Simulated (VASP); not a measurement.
# Ti (Im-3m) in VASP: single point with PBEsol

Aim: the single point of Ti with PBEsol.

All numbers are computed with VASP 6.6.1; they aren't measurements. Logs are shortened: lines on timing, memory, paths and dates and some standing lists are left out, and cuts for length are marked.

## (1) Starting point

It takes space group Im-3m (No. 229, cubic). Conventional cell: a = 3.282 Å, b = 3.282 Å, c = 3.282 Å, α = 90.00°, β = 90.00°, γ = 90.00°. Ti (site symmetry m-3m) is surrounded by 8 Ti at 2.84 Å.

This isn't the form of Ti at room conditions, which is hcp.

## (2) Single point, PBEsol

File INCAR:

```
ALGO = Fast
EDIFF = 1E-6
ENCUT = 520
GGA = PS
ISIF = 2
ISMEAR = 1
LASPH = True
LCHARG = True
LELF = True
LREAL = False
LVHAR = True
LWAVE = False
NBANDS = 12
NELM = 100
PREC = Accurate
SIGMA = 0.1
```

File KPOINTS:

```
Automatic mesh
0
Gamma
  8 8 8
  0.5 0.5 0.5
```

File POSCAR:

```
Ti
1.0
   -1.6410000000      1.6410000000      1.6410000000
    1.6410000000     -1.6410000000      1.6410000000
    1.6410000000      1.6410000000     -1.6410000000
Ti
1
Direct
    0.0000000000      0.0000000000      0.0000000000
```

Potentials or basis: VASP PAW PBE potentials, release 64 (Ti_sv).

The run is started by

```bash
$ cat potpaw_PBE.64/Ti_sv/POTCAR > POTCAR
$ mpirun -np 1 vasp_std > vasp.out
```

OUTCAR:

```text
EDIFF = 1E-6
   ENCUT = 520
   GGA = PS
   ISIF = 2
   ISMEAR = 1
   LASPH = True
   LREAL = False
   NELM = 100
   PREC = Accurate

 ion  position               nearest neighbor table
   1  0.000  0.000  0.000-

  LATTYP: Found a body centered cubic cell.
 ALAT       =     3.2820000000

  Lattice vectors:

 A1 = (  -1.6410000000,   1.6410000000,   1.6410000000)
 A2 = (   1.6410000000,  -1.6410000000,   1.6410000000)
 A3 = (   1.6410000000,   1.6410000000,  -1.6410000000)

Analysis of symmetry for initial positions (statically):
=====================================================================
 Subroutine PRICEL returns:
 Original cell was already a primitive cell.

 Routine SETGRP: Setting up the symmetry group for a
 body centered cubic supercell.

 Subroutine GETGRP returns: Found 48 space group operations
 (whereof 48 operations were pure point group operations)
 out of a pool of 48 trial point group operations.

The static configuration has the point symmetry O_h .

Analysis of symmetry for dynamics (positions and initial velocities):
=====================================================================
 Subroutine PRICEL returns:
 Original cell was already a primitive cell.

 Routine SETGRP: Setting up the symmetry group for a
 body centered cubic supercell.

 Subroutine GETGRP returns: Found 48 space group operations
 (whereof 48 operations were pure point group operations)
 out of a pool of 48 trial point group operations.

The dynamic configuration has the point symmetry O_h .

 Subroutine INISYM returns: Found 48 space group operations
 (whereof 48 operations are pure point group operations),
 and found     1 'primitive' translations

----------------------------------------------------------------------------------------

                                     Primitive cell

  volume of cell :      17.6761

  direct lattice vectors                    reciprocal lattice vectors
    -1.641000000  1.641000000  1.641000000     0.000000000  0.304692261  0.304692261
     1.641000000 -1.641000000  1.641000000     0.304692261  0.000000000  0.304692261
     1.641000000  1.641000000 -1.641000000     0.304692261  0.304692261  0.000000000

  length of vectors
     2.842295375  2.842295375  2.842295375     0.430899928  0.430899928  0.430899928

  position of ions in fractional coordinates (direct lattice)
     0.000000000  0.000000000  0.000000000

  ion indices of the primitive-cell ions
   primitive index   ion index
                 1           1

----------------------------------------------------------------------------------------

 KPOINTS: Automatic mesh

Automatic generation of k-mesh.
 Grid dimensions read from file:
 generate k-points for:    8    8    8

 Generating k-lattice:

  Cartesian coordinates                     Fractional coordinates (reciprocal lattice)
     0.000000000  0.038086533  0.038086533     0.125000000  0.000000000  0.000000000
     0.038086533  0.000000000  0.038086533     0.000000000  0.125000000  0.000000000
     0.038086533  0.038086533  0.000000000     0.000000000  0.000000000  0.125000000

  Length of vectors
     0.053862491  0.053862491  0.053862491

  Shift w.r.t. Gamma in fractional coordinates (k-lattice)
     0.500000000  0.500000000  0.500000000

 Subroutine IBZKPT returns following result:
 ===========================================

 Found     26 irreducible k-points:

 Following reciprocal coordinates:
            Coordinates               Weight
  0.062500  0.062500  0.062500      8.000000
  0.187500  0.062500  0.062500     24.000000
  0.312500  0.062500  0.062500     24.000000
  0.437500  0.062500  0.062500     12.000000
 -0.062500  0.062500  0.062500      6.000000
  0.187500  0.187500  0.062500     24.000000
[... 16 lines left out ...]
 -0.312500  0.312500  0.312500      6.000000
 -0.437500  0.437500  0.312500     24.000000
 [... further k-points ...]
   k-points           NKPTS =     26   k-points in BZ     NKDIM =     26   number of bands    NBANDS=     12
   number of dos      NEDOS =    301   number of ions     NIONS =      1
   total plane-waves  NPLWV =  13824
   dimension x,y,z NGX =    24 NGY =   24 NGZ =   24
   dimension x,y,z NGXF=    48 NGYF=   48 NGZF=   48
   ions per type =               1
   NGX,Y,Z   is equivalent  to a cutoff of  14.04, 14.04, 14.04 a.u.
   NGXF,Y,Z  is equivalent  to a cutoff of  28.08, 28.08, 28.08 a.u.
 SYSTEM =  unknown system
   PREC   = accura    normal or accurate (medium, high low for compatibility)
   ISTART =      0    job   : 0-new  1-cont  2-samecut
   ICHARG =      2    charge: 1-file 2-atom 10-const
   ISPIN  =      1    spin polarized calculation?
   LNONCOLLINEAR =      F non collinear calculations
   LSORBIT =      F    spin-orbit coupling
   LASPH  =      T    aspherical Exc in radial PAW
   ENCUT  =  520.0 eV  38.22 Ry    6.18 a.u.   5.28  5.28  5.28*2*pi/ulx,y,z
   NELM   =    100;   NELMIN=  2; NELMDL= -5     # of ELM steps
   EDIFF  = 0.1E-05   stopping-criterion for ELM
   LREAL  =      F    real-space projection
   EDIFFG = 0.1E-04   stopping-criterion for IOM
   NSW    =      0    number of steps for IOM
   IBRION =     -1    ionic relax: 0-MD 1-quasi-New 2-CG
   NFREE  =      0    steps in history (QN), initial steepest desc. (CG)
   ISIF   =      2    stress and relaxation
   ISYM   =      2    0-nonsym 1-usesym 2-fastsym
   POTIM  = 0.5000    time-step for ionic-motion
   TEBEG  =    0.0;   TEEND  =   0.0 temperature during run
   PSTRESS=    0.0 pullay stress
   NELECT =      12.0000    total number of electrons
   NUPDOWN=      -1.0000    fix difference up-down
   EMIN   =  10.00;   EMAX   =-10.00  energy-range for DOS
   EFERMI =   0.00;   METHOD = LEGACY
   ISMEAR =     1;   SIGMA  =   0.10  broadening in eV -4-tet -1-fermi 0-gaus
   EFERMI_NEDOS =   21; number of points for ismear=-14 and -15
   IALGO  =     68    algorithm
   IMIX   =      4    mixing-type and parameters
     AMIX     =   0.40;   BMIX     =  1.00
     AMIX_MAG =   1.60;   BMIX_MAG =  1.00
  volume/ion in A,a.u.               =      17.68       119.28
  Fermi-wavevector in a.u.,A,eV,Ry     =   1.438821  2.718977 28.166848  2.070205
  Thomas-Fermi vector in A             =   2.557745
   LORBIT       =      0    0 simple, 1 ext, 2 COOP (PROOUT), +10 PAW based schemes
   GGA     = PS    functional components
   LHFCALC =     F    Hartree Fock is set to
   AEXX    =    0.0000 exact exchange contribution
   IVDW    =     0    specifies the selected vdW correction
   LEPSILON=     F    determine dielectric tensor
   LRPA    =     F    only Hartree local field effects (RPA)
 non-spin polarized calculation
 RMM-DIIS sequential band-by-band and
 Methfessel and Paxton  Order N= 1 SIGMA  =   0.10
  energy-cutoff  :      520.00
  volume of cell :       17.68
 maximum number of plane-waves:       482
 NGX is ok and might be reduce to    24
   NGX = 11   NGY = 11   NGZ = 11

 number of electron      12.0000001 magnetization

 Free energy of the ion-electron system (eV)
  ---------------------------------------------------
  ext. energy  EPLUGINS =         0.00000000
  ---------------------------------------------------
  free energy    TOTEN  =        -8.20736081 eV

  energy without entropy =       -8.20939111  energy(sigma->0) =       -8.20803758

 E-fermi :   7.7603     XC(G=0): -11.5498

 val. band max:        7.7187663451   @ k =   0.3125   0.1875   0.0625
 cond. band min:       7.8327893178   @ k =  -0.4375  -0.4375   0.0625
 fundamental gap:      0.1140229726
 Fermi energy:         7.7602922260

 k-point     1 :       0.0625    0.0625    0.0625
  band No.  band energies     occupation
      1     -48.5442      2.00000
      2     -24.6918      2.00000
      3     -24.5578      2.00000
      4     -24.5578      2.00000
      5       2.6265      2.00000
      6       8.4352     -0.00000
      7       8.4352     -0.00000
      8       9.3900     -0.00000
      9      10.3593      0.00000
     10      10.3593      0.00000
     11      24.1157      0.00000
     12      24.1157      0.00000

 k-point     2 :       0.1875    0.0625    0.0625
  band No.  band energies     occupation
      1     -48.5031      2.00000
      2     -24.8966      2.00000
      3     -24.6344      2.00000
      4     -24.5618      2.00000
      5       3.9471      2.00000
      6       7.9071     -0.05809
      7       7.9934     -0.00476
      8      10.2538      0.00000
      9      10.4804      0.00000
     10      10.5513      0.00000
     11      21.4079      0.00000
     12      22.7374      0.00000

 k-point     3 :       0.3125    0.0625    0.0625
  band No.  band energies     occupation
      1     -48.4617      2.00000
      2     -25.0838      2.00000
      3     -24.7230      2.00000
      4     -24.5659      2.00000
      5       5.2682      2.00000
      6       7.4784      2.00050
      7       7.9678     -0.01244
      8      10.4266      0.00000
      9      10.7230      0.00000
     10      11.7707      0.00000
     11      18.0576      0.00000
     12      21.2960      0.00000
[... 286 lines left out ...]
 k-point    23 :      -0.3125    0.3125    0.3125
  band No.  band energies     occupation
      1     -48.4162      2.00000
      2     -24.9477      2.00000
      3     -24.8411      2.00000
      4     -24.8411      2.00000
      5       5.9427      2.00000
      6       6.9736      2.00000
      7       9.5557     -0.00000
      8       9.5557     -0.00000
      9      10.6408      0.00000
     10      11.9056      0.00000
     11      20.3622      0.00000
     12      20.3622      0.00000

 k-point    24 :      -0.4375    0.4375    0.3125
  band No.  band energies     occupation
      1     -48.3892      2.00000
      2     -25.0304      2.00000
      3     -24.9023      2.00000
      4     -24.8538      2.00000
      5       6.1846      2.00000
      6       6.3900      2.00000
      7       9.7534     -0.00000
      8       9.9976      0.00000
      9      11.5198      0.00000
     10      13.6845      0.00000
     11      17.1927      0.00000
     12      18.6719      0.00000

 [... further k-points ...]
[... 5 lines left out ...]
  --------------------------------------------------------------------------------------
  -------------------------------------------------------------------------------------
  Total       -0.7688086     -0.7688086     -0.7688086      0.0000000      0.0000000      0.0000000
  in kB      -69.6856049    -69.6856049    -69.6856049      0.0000000      0.0000000      0.0000000
  external PRESSURE =     -69.6856049 kB  Pullay stress =       0.0000000 kB

 VOLUME and BASIS-vectors are now :
 -----------------------------------------------------------------------------
  energy-cutoff  :      520.00
  volume of cell :       17.68
      direct lattice vectors                 reciprocal lattice vectors
    -1.641000000  1.641000000  1.641000000     0.000000000  0.304692261  0.304692261
     1.641000000 -1.641000000  1.641000000     0.304692261  0.000000000  0.304692261
     1.641000000  1.641000000 -1.641000000     0.304692261  0.304692261  0.000000000

 POSITION                                       TOTAL-FORCE (eV/Angst)
 -----------------------------------------------------------------------------------
      0.00000      0.00000      0.00000         0.000000     -0.000000      0.000000
 -----------------------------------------------------------------------------------
    total drift:                               -0.000000      0.000000      0.000000

  FREE ENERGIE OF THE ION-ELECTRON SYSTEM (eV)
  ---------------------------------------------------
  free  energy   TOTEN  =        -8.2073608084 eV

  energy  without entropy=       -8.2093911097  energy(sigma->0) =       -8.20803758
```

Wall time 7.2 s (1 thread of AMD EPYC 9R45 (Zen 5), shared host); peak memory 0.1 GiB.

Results:

```
Free energy            : -8.2074 eV
Pressure               : -7.0 GPa
Band gap on the k mesh : none (metal or under the smearing width)
```

Caveat: the PAW data sets were made with another functional, which shifts forces and pressure a little.
